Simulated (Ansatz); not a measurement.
# HfO2: the cost of one run

Method: DFT r2SCAN, scalar-relativistic, plane waves, PAW, in Ansatz 0.2.0.

### 1 The structure to begin with

It takes space group C2/m (No. 12, monoclinic). Conventional cell: a = 12.268 Å, b = 3.766 Å, c = 6.563 Å, α = 90.00°, β = 107.01°, γ = 90.00°. Ti (site symmetry m) is surrounded by 5 O at 1.77 to 2.01 Å. Around Ti (site symmetry m) lie 6 O at 1.86 to 2.12 Å. O (site symmetry m) has 3 Ti at 1.87 to 2.10 Å in its first shell of neighbours. Around O (site symmetry m) lie 3 Ti at 1.94 to 2.01 Å. O (site symmetry m) is surrounded by 2 Ti at 1.77 to 1.86 Å. O (site symmetry m) has 3 Ti at 1.97 to 2.12 Å in its first shell of neighbours.

Structure file:

```
Ti O
1.0
     6.13416   -1.88282    0.00125
     6.13416    1.88282    0.00125
    -1.92095    0.00000    6.27588
Ti O
4 8
Direct
  0.80507 0.80507 0.71686
  0.10089 0.10089 0.70807
  0.19493 0.19493 0.28314
  0.89911 0.89911 0.29193
  0.05883 0.05883 0.37340
  0.63968 0.63968 0.70655
  0.13240 0.13240 0.00367
  0.94117 0.94117 0.62660
  0.73697 0.73697 0.34761
  0.86760 0.86760 0.99633
  0.26303 0.26303 0.65239
  0.36032 0.36032 0.29345
```

It goes back to an entry of the Materials Project, which need not be the stable form.

It is the result of an earlier relaxation at this level (volume 12.08 Å³/atom; gap on the mesh: 3.69 eV).

### 2 The substitution Ti → Hf

The start of HfO2: fractional positions of relaxed TiO2, cell scaled by 1.033, a guess from tabulated radii.

### 3 Probe: one point at the start (HfO2)

input.yaml

```yaml
crystal:
  lattice:
    - [6.3339213506, -1.9441403961, 0.0012911791]
    - [6.3339213506, 1.9441403961, 0.0012911791]
    - [-1.9835119789, 0.0, 6.4802567308]
  atoms:
    - { symbol: Hf, position: [0.8050747106, 0.8050747106, 0.7168550108] }
    - { symbol: Hf, position: [0.1008921208, 0.1008921208, 0.7080743034] }
    - { symbol: Hf, position: [0.1949252894, 0.1949252894, 0.2831449892] }
    - { symbol: Hf, position: [0.8991078792, 0.8991078792, 0.2919256966] }
    - { symbol: O, position: [0.0588321481, 0.0588321481, 0.3733996676] }
    - { symbol: O, position: [0.639679087, 0.639679087, 0.7065515619] }
    - { symbol: O, position: [0.1323972534, 0.1323972534, 0.0036720056] }
    - { symbol: O, position: [0.9411678519, 0.9411678519, 0.6266003324] }
    - { symbol: O, position: [0.7369740652, 0.7369740652, 0.3476085161] }
    - { symbol: O, position: [0.8676027466, 0.8676027466, 0.9963279944] }
    - { symbol: O, position: [0.2630259348, 0.2630259348, 0.6523914839] }
    - { symbol: O, position: [0.360320913, 0.360320913, 0.2934484381] }
basis:
  ecutwfc: 500
kpoints:
  mp_grid: { grid: [6, 6, 4] }
hamiltonian:
  xc: r2scan
scf:
  occupations: { method: gaussian, width: 0.1 }
output:
  forces: true
  stress: true
  eigenvalues: true
```

Command:

```
$ ansatz run input.yaml --threads 2 --pin off --max-ram 5120MiB --backend cpu --events-out ev --progress --plain --runs-dir out
```

What time and memory should one allow on 2 threads of Oxide Virtual Turin-like (Zen 5), shared host?

About 43 s, with a peak of 1.4 GiB.
